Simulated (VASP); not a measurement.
TaN:

```
Ta N
1.0
     2.92177    0.00000    0.00000
    -1.46088    2.53033    0.00000
     0.00000    0.00000    5.91652
Ta N
2 2
Cartesian
  0.0000 0.0000 2.9583
  0.0000 0.0000 0.0000
  0.0000 1.6869 1.4791
  1.4609 0.8434 4.4374
```

The cell comes from a database or a generator and needn't be the stable form of this composition.

```yaml
Program: VASP 6.6.1
Task: relaxation of cell and atoms
Functional: revPBE
Dispersion: D4
Potentials_or_basis: VASP PAW PBE potentials, release 64 (Ta_pv, N)
Cutoff: 600 eV
k_mesh: 10 × 10 × 5
Occupations: fermi-dirac, width 0.05 eV
Spin: no spin polarisation
```

At the start: pressure -6.2 GPa; volume 10.94 Å³/atom.

Question: How do energy, volume and symmetry change on relaxing?

Answer: Over 6 steps the energy falls by 4.2 meV/atom and the volume is 10.72 Å³/atom (-1.9 %); space group P6_3/mmc (No. 194, to 0.05 Å).

Step by step:
| step | energy change (eV) | largest force (eV/Å) | pressure (GPa) | volume (Å³) |
| --- | --- | --- | --- | --- |
| 1 | 0.0000 | 0.0000 | -6.23 | 43.74 |
| 2 | 0.0687 | 0.0000 | 15.82 | 41.10 |
| 3 | -0.0166 | 0.0000 | -0.08 | 42.91 |
| 4 | -0.0166 | 0.0000 | 0.03 | 42.90 |
| 5 | -0.0166 | 0.0000 | 0.05 | 42.89 |
| 6 | -0.0167 | 0.0000 | 0.04 | 42.89 |

Final structure:
```
Ta N
1.0
     2.90144    0.00000    0.00000
    -1.45072    2.51272    0.00000
     0.00000    0.00000    5.88353
Ta N
2 2
Direct
  0.00000 0.00000 0.50000
  0.00000 0.00000 0.00000
  0.33333 0.66667 0.25000
  0.66667 0.33333 0.75000
```

Caveat: the PAW data sets were made with another functional, which shifts forces and pressure a little; pairwise dispersion overbinds metals, which lowers pressure and volume.
